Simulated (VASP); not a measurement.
# O2 in VASP: relaxation of the atoms with r2SCAN

Aim: the relaxation of the atoms of O2 with r2SCAN.

Everything below comes from runs of VASP 6.6.1. Logs are shortened: lines on timing, memory, paths and dates and some standing lists are left out, and cuts for length are marked.

### Step 1. The molecule as given

The cell holds a molecule in a box, 2 atoms: a = 10.000 Å, b = 10.500 Å, c = 11.000 Å, α = 90.00°, β = 90.00°, γ = 90.00°.

### Step 2. Relaxation of the atoms, r2SCAN, collinear spin, ferromagnetic start

The input, INCAR:

```
SYSTEM = O
  ALGO = Normal
  EDIFF = 1E-7
  EDIFFG = -0.005
  ENCUT = 520
  IBRION = 2
  ISIF = 2
  ISMEAR = 0
  ISPIN = 2
  ISYM = 0
  LASPH = .TRUE.
  LCHARG = .FALSE.
  LMIXTAU = .TRUE.
  LORBIT = 11
  LREAL = .FALSE.
  LWAVE = .FALSE.
  MAGMOM = 1 1
  METAGGA = R2SCAN
  NELM = 120
  NSW = 90
  PREC = Accurate
  SIGMA = 0.02
```

The input, KPOINTS:

```
k-points
0
G
  1 1 1
  0 0 0
```

The input, POSCAR:

```
O
1.0
   10.0000000000      0.0000000000      0.0000000000
    0.0000000000     10.5000000000      0.0000000000
    0.0000000000      0.0000000000     11.0000000000
O
2
Direct
    0.5000000000      0.5000000000      0.4450000000
    0.5000000000      0.5000000000      0.5550000000
```

Potentials or basis: VASP PAW PBE potentials, release 64 (O).

Command:

```
cat potpaw_PBE.64/O/POTCAR > POTCAR
mpirun -np 1 vasp_std > vasp.out
```

OUTCAR:

```text
SYSTEM = O
   EDIFF = 1E-7
   EDIFFG = -0.005
   ENCUT = 520
   IBRION = 2
   ISIF = 2
   ISMEAR = 0
   ISPIN = 2
   ISYM = 0
   LASPH = .TRUE.
   LORBIT = 11
   LREAL = .FALSE.
   METAGGA = R2SCAN
   NELM = 120
   NSW = 90
   PREC = Accurate

 ion  position               nearest neighbor table
   1  0.500  0.500  0.445-   2 1.21
   2  0.500  0.500  0.555-   1 1.21

IMPORTANT INFORMATION: All symmetrisations will be switched off!
NOSYMM: (Re-)initialisation of all symmetry stuff for point group C_1.

----------------------------------------------------------------------------------------

                                     Primitive cell

  volume of cell :    1155.0000

  direct lattice vectors                    reciprocal lattice vectors
    10.000000000  0.000000000  0.000000000     0.100000000  0.000000000  0.000000000
     0.000000000 10.500000000  0.000000000     0.000000000  0.095238095  0.000000000
     0.000000000  0.000000000 11.000000000     0.000000000  0.000000000  0.090909091

  length of vectors
    10.000000000 10.500000000 11.000000000     0.100000000  0.095238095  0.090909091

  position of ions in fractional coordinates (direct lattice)
     0.500000000  0.500000000  0.445000000
     0.500000000  0.500000000  0.555000000

  ion indices of the primitive-cell ions
   primitive index   ion index
                 1           1
                 2           2

----------------------------------------------------------------------------------------

 KPOINTS: k-points

Automatic generation of k-mesh.
 Grid dimensions read from file:
 generate k-points for:    1    1    1

 Generating k-lattice:

  Cartesian coordinates                     Fractional coordinates (reciprocal lattice)
     0.100000000  0.000000000  0.000000000     1.000000000  0.000000000  0.000000000
     0.000000000  0.095238095  0.000000000     0.000000000  1.000000000  0.000000000
     0.000000000  0.000000000  0.090909091     0.000000000  0.000000000  1.000000000

  Length of vectors
     0.100000000  0.095238095  0.090909091

  Shift w.r.t. Gamma in fractional coordinates (k-lattice)
     0.000000000  0.000000000  0.000000000

 Subroutine IBZKPT returns following result:
 ===========================================

 Found      1 irreducible k-points:

 Following reciprocal coordinates:
            Coordinates               Weight
  0.000000  0.000000  0.000000      1.000000
   k-points           NKPTS =      1   k-points in BZ     NKDIM =      1   number of bands    NBANDS=     11
   number of dos      NEDOS =    301   number of ions     NIONS =      2
   total plane-waves  NPLWV = 537600
   dimension x,y,z NGX =    80 NGY =   80 NGZ =   84
   dimension x,y,z NGXF=   160 NGYF=  160 NGZF=  168
   ions per type =               2
   NGX,Y,Z   is equivalent  to a cutoff of  13.30, 12.67, 12.70 a.u.
   NGXF,Y,Z  is equivalent  to a cutoff of  26.60, 25.33, 25.39 a.u.
 SYSTEM =  O
   PREC   = accura    normal or accurate (medium, high low for compatibility)
   ISTART =      0    job   : 0-new  1-cont  2-samecut
   ICHARG =      2    charge: 1-file 2-atom 10-const
   ISPIN  =      2    spin polarized calculation?
   LNONCOLLINEAR =      F non collinear calculations
   LSORBIT =      F    spin-orbit coupling
   LASPH  =      T    aspherical Exc in radial PAW
   ENCUT  =  520.0 eV  38.22 Ry    6.18 a.u.  18.59 19.52 20.45*2*pi/ulx,y,z
   NELM   =    120;   NELMIN=  2; NELMDL= -5     # of ELM steps
   EDIFF  = 0.1E-06   stopping-criterion for ELM
   LREAL  =      F    real-space projection
   EDIFFG = -.5E-02   stopping-criterion for IOM
   NSW    =     90    number of steps for IOM
   IBRION =      2    ionic relax: 0-MD 1-quasi-New 2-CG
   NFREE  =      1    steps in history (QN), initial steepest desc. (CG)
   ISIF   =      2    stress and relaxation
   ISYM   =      0    0-nonsym 1-usesym 2-fastsym
   POTIM  = 0.5000    time-step for ionic-motion
   TEBEG  =    0.0;   TEEND  =   0.0 temperature during run
   PSTRESS=    0.0 pullay stress
   NELECT =      12.0000    total number of electrons
   NUPDOWN=      -1.0000    fix difference up-down
   EMIN   =  10.00;   EMAX   =-10.00  energy-range for DOS
   EFERMI =   0.00;   METHOD = LEGACY
   ISMEAR =     0;   SIGMA  =   0.02  broadening in eV -4-tet -1-fermi 0-gaus
   EFERMI_NEDOS =   21; number of points for ismear=-14 and -15
   IALGO  =     38    algorithm
   IMIX   =      4    mixing-type and parameters
     AMIX     =   0.40;   BMIX     =  1.00
     AMIX_MAG =   1.60;   BMIX_MAG =  1.00
  volume/ion in A,a.u.               =     577.50      3897.16
  Fermi-wavevector in a.u.,A,eV,Ry     =   0.357225  0.675056  1.736231  0.127609
  Thomas-Fermi vector in A             =   1.274455
   LORBIT       =     11    0 simple, 1 ext, 2 COOP (PROOUT), +10 PAW based schemes
   METAGGA = R2SCAN    functional components
   LHFCALC =     F    Hartree Fock is set to
   AEXX    =    0.0000 exact exchange contribution
   IVDW    =     0    specifies the selected vdW correction
   LEPSILON=     F    determine dielectric tensor
   LRPA    =     F    only Hartree local field effects (RPA)
 conjugate gradient relaxation of ions
 spin polarized calculation
 Gauss-broadening in eV      SIGMA  =   0.02
  energy-cutoff  :      520.00
  volume of cell :     1155.00
 maximum number of plane-waves:     31095
 NGX is ok and might be reduce to    80
   NGX = 37   NGY = 39   NGZ = 41

--------------------------------------- Ionic step        1  -------------------------------------------

 number of electron      11.9999998 magnetization       1.9999988

 Free energy of the ion-electron system (eV)
  ---------------------------------------------------
  ext. energy  EPLUGINS =         0.00000000
  ---------------------------------------------------
  free energy    TOTEN  =       -11.85456491 eV

  energy without entropy =      -11.85456491  energy(sigma->0) =      -11.85456491

------------------------ aborting loop because EDIFF is reached ----------------------------------------

  FORCE on cell =-STRESS in cart. coord.  units (eV):
  Direction    XX          YY          ZZ          XY          YZ          ZX
  --------------------------------------------------------------------------------------
  -------------------------------------------------------------------------------------
  Total       -0.0741477     -0.0793655      1.1594878     -0.0000001      0.0000006      0.0000014
  in kB       -0.1028553     -0.1100931      1.6084026     -0.0000001      0.0000009      0.0000020
  external PRESSURE =       0.4651514 kB  Pullay stress =       0.0000000 kB

 VOLUME and BASIS-vectors are now :
 -----------------------------------------------------------------------------
  energy-cutoff  :      520.00
  volume of cell :     1155.00
      direct lattice vectors                 reciprocal lattice vectors
    10.000000000  0.000000000  0.000000000     0.100000000  0.000000000  0.000000000
     0.000000000 10.500000000  0.000000000     0.000000000  0.095238095  0.000000000
     0.000000000  0.000000000 11.000000000     0.000000000  0.000000000  0.090909091

 POSITION                                       TOTAL-FORCE (eV/Angst)
 -----------------------------------------------------------------------------------
      5.00000      5.25000      4.89500        -0.000002     -0.000002     -1.032923
      5.00000      5.25000      6.10500         0.000002      0.000002      1.032923
 -----------------------------------------------------------------------------------
    total drift:                                0.000005      0.000005     -0.000001

  FREE ENERGIE OF THE ION-ELECTRON SYSTEM (eV)
  ---------------------------------------------------
  free  energy   TOTEN  =       -11.8545649071 eV
[... 53 lines left out ...]
 VOLUME and BASIS-vectors are now :
 -----------------------------------------------------------------------------
  energy-cutoff  :      520.00
  volume of cell :     1155.00
      direct lattice vectors                 reciprocal lattice vectors
    10.000000000  0.000000000  0.000000000     0.100000000  0.000000000  0.000000000
     0.000000000 10.500000000  0.000000000     0.000000000  0.095238095  0.000000000
     0.000000000  0.000000000 11.000000000     0.000000000  0.000000000  0.090909091

 POSITION                                       TOTAL-FORCE (eV/Angst)
 -----------------------------------------------------------------------------------
      5.00000      5.25000      4.88863         0.000003     -0.000002      0.024634
      5.00000      5.25000      6.11137        -0.000003      0.000002     -0.024634
 -----------------------------------------------------------------------------------
    total drift:                                0.000001      0.000000      0.000024

  FREE ENERGIE OF THE ION-ELECTRON SYSTEM (eV)
  ---------------------------------------------------
  free  energy   TOTEN  =       -11.8608778701 eV

  energy  without entropy=      -11.8608778701  energy(sigma->0) =      -11.86087787

--------------------------------------- Ionic step        4  -------------------------------------------

 number of electron      11.9999998 magnetization       1.9999999

 Free energy of the ion-electron system (eV)
  ---------------------------------------------------
  ext. energy  EPLUGINS =         0.00000000
  ---------------------------------------------------
  free energy    TOTEN  =       -11.86088140 eV

  energy without entropy =      -11.86088140  energy(sigma->0) =      -11.86088140

 E-fermi :  -7.3578     XC(G=0):  -0.3215

 val. band max:       -7.4793118637   @ k =   0.0000   0.0000   0.0000
 cond. band min:      -4.0358614083   @ k =   0.0000   0.0000   0.0000
 fundamental gap:      3.4434504554
 Fermi energy:        -7.3577555058

 spin component 1

 k-point     1 :       0.0000    0.0000    0.0000
  band No.  band energies     occupation
      1     -34.2108      1.00000
      2     -21.9214      1.00000
      3     -14.0773      1.00000
      4     -14.0772      1.00000
      5     -13.8864      1.00000
      6      -7.4794      1.00000
      7      -7.4793      1.00000
      8       0.0293      0.00000
      9       1.1410      0.00000
     10       1.2690      0.00000
     11       1.3502      0.00000
 Fermi energy:        -7.3577555058

 spin component 2

 k-point     1 :       0.0000    0.0000    0.0000
  band No.  band energies     occupation
      1     -32.8230      1.00000
      2     -19.4889      1.00000
      3     -12.7996      1.00000
      4     -11.5737      1.00000
      5     -11.5737      1.00000
      6      -4.0359      0.00000
      7      -4.0358      0.00000
      8       0.0798      0.00000
      9       1.2713      0.00000
     10       1.3047      0.00000
     11       1.4073      0.00000

------------------------ aborting loop because EDIFF is reached ----------------------------------------

  FORCE on cell =-STRESS in cart. coord.  units (eV):
  Direction    XX          YY          ZZ          XY          YZ          ZX
  --------------------------------------------------------------------------------------
  -------------------------------------------------------------------------------------
  Total       -0.0719585     -0.0779664     -0.0867070      0.0000000     -0.0000003      0.0000002
  in kB       -0.0998185     -0.1081524     -0.1202771      0.0000000     -0.0000004      0.0000003
  external PRESSURE =      -0.1094160 kB  Pullay stress =       0.0000000 kB

 VOLUME and BASIS-vectors are now :
 -----------------------------------------------------------------------------
  energy-cutoff  :      520.00
  volume of cell :     1155.00
      direct lattice vectors                 reciprocal lattice vectors
    10.000000000  0.000000000  0.000000000     0.100000000  0.000000000  0.000000000
     0.000000000 10.500000000  0.000000000     0.000000000  0.095238095  0.000000000
     0.000000000  0.000000000 11.000000000     0.000000000  0.000000000  0.090909091

 POSITION                                       TOTAL-FORCE (eV/Angst)
 -----------------------------------------------------------------------------------
      5.00000      5.25000      4.88878         0.000000     -0.000001      0.001076
      5.00000      5.25000      6.11122        -0.000000      0.000001     -0.001076
 -----------------------------------------------------------------------------------
    total drift:                                0.000001      0.000004      0.000002

  FREE ENERGIE OF THE ION-ELECTRON SYSTEM (eV)
  ---------------------------------------------------
  free  energy   TOTEN  =       -11.8608813953 eV

  energy  without entropy=      -11.8608813953  energy(sigma->0) =      -11.86088140

 reached required accuracy - stopping structural energy minimisation

 total charge

# of ion       s       p       d       tot
------------------------------------------
    1        1.614   3.303   0.000   4.917
    2        1.614   3.303   0.000   4.917
--------------------------------------------------
tot          3.228   6.606   0.000   9.834

 magnetization (x)

# of ion       s       p       d       tot
------------------------------------------
    1        0.015   0.819   0.000   0.834
    2        0.015   0.819   0.000   0.834
--------------------------------------------------
tot          0.030   1.638   0.000   1.668
```

Run time: 20 min. Hardware: 1 thread of Intel Xeon 6975P-C (Granite Rapids), shared host; peak memory 1.8 GiB.

Results:

| Item | Value |
| --- | --- |
| Free energy | -11.8609 eV |
| Energy gained by relaxing | 3.2 meV/atom |
| Ionic steps | 4 |
| Gap between the frontier levels | 3.44 eV |
| Net moment | 2.00 μB per cell |
| Site moments | O +0.83 μB |
| Valence electrons inside the program's atomic spheres | O 4.92 |

The path:
| step | energy change (eV) | largest force (eV/Å) | pressure (GPa) |
| --- | --- | --- | --- |
| 1 | 0.0000 | 1.0329 | 0.05 |
| 2 | 0.2380 | 5.0416 | -0.31 |
| 3 | -0.0063 | 0.0246 | -0.01 |
| 4 | -0.0063 | 0.0011 | -0.01 |

Final structure:
```
CELL_PARAMETERS angstrom
10.00000 0.00000 0.00000
0.00000 10.50000 0.00000
0.00000 0.00000 11.00000
ATOMIC_POSITIONS crystal
O 0.50000 0.50000 0.44443
O 0.50000 0.50000 0.55557
```

Caveat: the standard files for N, O and F lose accuracy on very short bonds; the PAW data sets were made with another functional, which shifts forces and pressure a little. r2SCAN opens gaps a little over a GGA but as a rule still falls short of measured ones.
